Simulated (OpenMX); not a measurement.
Runs of OpenMX 3.8.5 on KBr. Symmetry: Fm-3m, No. 225, cubic system. The conventional cell has a = 6.600 Å, b = 6.600 Å, c = 6.600 Å, α = 90.00°, β = 90.00°, γ = 90.00°. Br (site symmetry m-3m) is surrounded by 6 K at 3.30 Å. Around K (site symmetry m-3m) lie 6 Br at 3.30 Å. 

| task | level | potentials or basis | spin | cell | k mesh | gap on the mesh (eV) | pressure (GPa) | moment (μB) | largest force (eV/Å) |
| --- | --- | --- | --- | --- | --- | --- | --- | --- | --- |
| single point | LDA-PW92 | OpenMX 2013 LDA set, Br7.0-s3p2d2, K10.0-s3p2d1, grid cutoff 420 Ry | collinear, ferromagnetic start | atom 1 moved by [0.0, -0.0354, -0.0354] A | 5 × 5 × 5 | 4.04 | - | 0.00 | 0.05 |
| single point | LDA-PW92 | OpenMX 2013 LDA set, Br7.0-s3p2d2, K10.0-s3p2d1, grid cutoff 420 Ry | collinear, ferromagnetic start | as given | 5 × 5 × 5 | 4.04 | -1.6 | 0.00 | - |
| single point | LDA-PW92 | OpenMX 2013 LDA set, Br7.0-s3p2d2, K10.0-s3p2d1, grid cutoff 420 Ry | collinear, ferromagnetic start | atom 2 moved by [0.0, -0.0354, -0.0354] A | 5 × 5 × 5 | 4.04 | - | 0.00 | 0.05 |
| band structure | PBE | OpenMX 2013 PBE set, Br7.0-s3p2d2f1, K10.0-s3p2d2, grid cutoff 300 Ry | off | as given | 7 × 7 × 7 | 4.45 | (a) | - | - |

Alike in all rows: smearing fermi-dirac 0.05 eV.

Q: Fill in the values left out.

A: (a) 0.8.

Caveats: the basis of atomic orbitals isn't converged, which shifts pressures, moduli and gaps; an odd mesh through Γ misses points on the zone boundary, where band edges often lie (some runs).

A k mesh can miss the band edges, and the runs leave out spin-orbit coupling on Br.

Not every run made on this cell is shown here.
